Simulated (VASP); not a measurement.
Set up this calculation in VASP 6.6.1, as the native input.

| Item | Value |
| --- | --- |
| Task | single point |
| Functional | BLYP |
| Dispersion | D4 |
| Potentials or basis | VASP PAW PBE potentials, release 64 (Sn_d, Se) |
| Cutoff | 520 eV |
| k mesh | 8 × 8 × 8 |
| Occupations | fermi-dirac, width 0.05 eV |
| Spin | no spin polarisation |
| Dipole correction | no |
| Further INCAR settings | ALGO = Normal; EDIFF = 1e-06; NBANDS = 17 |

The structure of SnSe lies in POSCAR:

```
SnSe
1.0
    0.0000000000      3.0960633265      3.0960633265
    3.0960633265      0.0000000000      3.0960633265
    3.0960633265      3.0960633265      0.0000000000
Sn Se
1 1
Direct
    0.0000000000      0.0000000000      0.0000000000
    0.5000000000      0.5000000000      0.5000000000
```

Measurements of this composition are mostly on another form, of space group No. 62.

One way to write it, as run:

INCAR

```
AGGAC = 1.0
AGGAX = 1.0
ALDAC = 0.0
ALDAX = 1.0
ALGO = Normal
EDIFF = 1E-6
ENCUT = 520
GGA = B5
ISIF = 2
ISMEAR = -1
IVDW = 13
LASPH = True
LCHARG = True
LELF = True
LREAL = False
LVHAR = True
LWAVE = False
NBANDS = 17
NELM = 100
PREC = Accurate
SIGMA = 0.05
VDW_A1 = 0.44488865
VDW_A2 = 4.0933009
VDW_S6 = 1.0
VDW_S8 = 2.34076671
```

KPOINTS

```
k-points
0
Gamma
  8 8 8
```

Potentials or basis: VASP PAW PBE potentials, release 64 (Sn_d, Se).

Command:

```sh
$ cat potpaw_PBE.64/Sn_d/POTCAR potpaw_PBE.64/Se/POTCAR > POTCAR
$ mpirun -np 1 vasp_std > vasp.out
```

Results of the run:

```
Pressure                   : 0.1 GPa
Band gap on the k mesh     : 0.08 eV, direct
Dispersion energy per atom : -0.734 eV
```

Caveat: the PAW data sets were made with another functional, which shifts forces and pressure a little; spin-orbit coupling is left out, which moves the levels of the heavy elements.

Wall time 31 s on 1 thread of Intel(R) Xeon(R) Platinum 8488C (Sapphire Rapids), on a shared host, peak memory 0.21 GiB.
